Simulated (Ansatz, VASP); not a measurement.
## LiCl in VASP and in Ansatz

```
Li Cl
1.0
     3.64180    0.00000    0.00000
    -1.82090    3.15389    0.00000
     0.00000    0.00000    8.92054
Li Cl
3 3
Direct
  0.00000 0.00000 0.00000
  0.33333 0.66667 0.33333
  0.66667 0.33333 0.66667
  0.66667 0.33333 0.16667
  0.00000 0.00000 0.50000
  0.33333 0.66667 0.83333
```

Alike in both runs: functional PBE; k mesh 9 × 9 × 4; occupations gaussian, width 0.02 eV; no spin polarisation.

Ansatz relaxed the structure, and its values are those at the end. VASP's run is a single point on that final structure, the one shown.

```csv
,VASP,Ansatz
version,VASP 6.6.1,Ansatz 0.2.0
potentials or method,"VASP PAW PBE potentials, release 64 (Li_sv, Cl)","scalar-relativistic, plane waves, PAW"
plane-wave cutoff (eV),520,420
valence electrons in the cell,30,30
```

```tsv
	VASP	Ansatz	Ansatz less VASP
gap on the k mesh at the Fermi level (eV)	6.27	6.26	-0.012
least direct gap on the mesh (eV)	6.27	6.26	-0.012
```

With one functional, cell and mesh, what is left measures potentials, basis and numerics.

Caveats: an odd mesh through Γ misses points on the zone boundary, where band edges often lie. Expect the measured gap to be larger: semilocal functionals such as PBE lack the derivative discontinuity.
